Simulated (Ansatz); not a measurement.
# AlN: how the settings move a single-point run

Aim: see which settings change the result for AlN, by how much, and at what cost. The cell is built on a prototype (CsCl type) and needn't be the phase found in nature.

Program: Ansatz 0.2.0. Level of theory: reference: DFT, PBEsol, plane waves, PAW. These are calculated values, not measurements.

3 further runs of the same task are left out: 3 that didn't finish.

## (1) The system as given

Symmetry: Pm-3m, No. 221, cubic system. The conventional cell has a = 2.585 Å, b = 2.585 Å, c = 2.585 Å, α = 90.00°, β = 90.00°, γ = 90.00°. Al (site symmetry m-3m) is surrounded by 8 N at 2.24 Å. N (site symmetry m-3m) has 8 Al at 2.24 Å as nearest neighbours.

Coordinates:

```cif
data_structure
_symmetry_space_group_name_H-M 'Pm-3m'
_symmetry_Int_Tables_number 221
_cell_length_a 2.5855
_cell_length_b 2.5855
_cell_length_c 2.5855
_cell_angle_alpha 90.000
_cell_angle_beta 90.000
_cell_angle_gamma 90.000
_cell_volume 17.28
loop_
_atom_site_label
_atom_site_type_symbol
_atom_site_symmetry_multiplicity
_atom_site_Wyckoff_symbol
_atom_site_fract_x
_atom_site_fract_y
_atom_site_fract_z
_atom_site_occupancy
Al1 Al 1 a 0.00000 0.00000 0.00000 1
N1 N 1 b 0.50000 0.50000 0.50000 1
```

## (2) The reference run

File input.yaml:

```yaml
crystal:
  lattice:
    - [2.5854596286, 0.0, 0.0]
    - [0.0, 2.5854596286, 0.0]
    - [0.0, 0.0, 2.5854596286]
  atoms:
    - { symbol: Al, position: [0.0, 0.0, 0.0] }
    - { symbol: "N", position: [0.5, 0.5, 0.5] }
kpoints:
  mp_grid: { grid: [6, 6, 6] }
hamiltonian:
  xc: pbesol
scf:
  occupations: { method: fermi_dirac, width: 0.02 }
  n_extra_bands: 4
output:
  forces: true
  stress: true
  eigenvalues: true
  write_density: true
  write_potential: true
  elf: true
  volumetric_format: npy
```

Run with:

```
ansatz run input.yaml --threads 4 --pin off --max-ram 3686MiB --backend cpu --events-out ev --progress --plain --runs-dir out
```

## (3) Changed: xc r2scan

input.yaml: that of step 2 with these lines changed.

```diff
@@ -11,3 +11,3 @@
 hamiltonian:
-  xc: pbesol
+  xc: r2scan
 scf:
@@ -19,5 +19 @@
   eigenvalues: true
-  write_density: true
-  write_potential: true
-  elf: true
-  volumetric_format: npy
```

Q: Predict the outcome of this session. Wanted: for each run, ending; energy change; pressure; gap; force.

As calculated:

| run | ending | energy change | pressure (GPa) | gap (eV) | force (eV/Å) | cycles | time |
| --- | --- | --- | --- | --- | --- | --- | --- |
| reference | converged | - | 1.0 | 0.00 | 0.00 | 6 | 0.97 s |
| 1: xc r2scan | converged | not comparable | -0.4 | 0.00 | 0.00 | 7 | 0.96 s |

Times don't compare one to one where runs were asked for different outputs or read a saved state (see the inputs); cycles may leave out searches for a lower state.

Residual by cycle in the longest SCF loop of each run; runs are numbered as in the table. The quantity is the density residual dr2, in eV.

```csv
cycle,reference,run 1
1,0.0138,0.0321
2,0.0032,0.00309
3,5.1e-5,6.8e-4
4,3.2e-8,3.3e-5
5,2.2e-9,1.4e-6
6,1.3e-10,1.4e-7
7,-,3.5e-9
```

What this shows: A change of functional puts the total energy on another scale; the pressure goes from 1.0 to -0.4 GPa. At this fixed cell a lower pressure means that this functional prefers a smaller volume than the reference. Semilocal functionals close small gaps, so the missing gap need not be the real solid's.
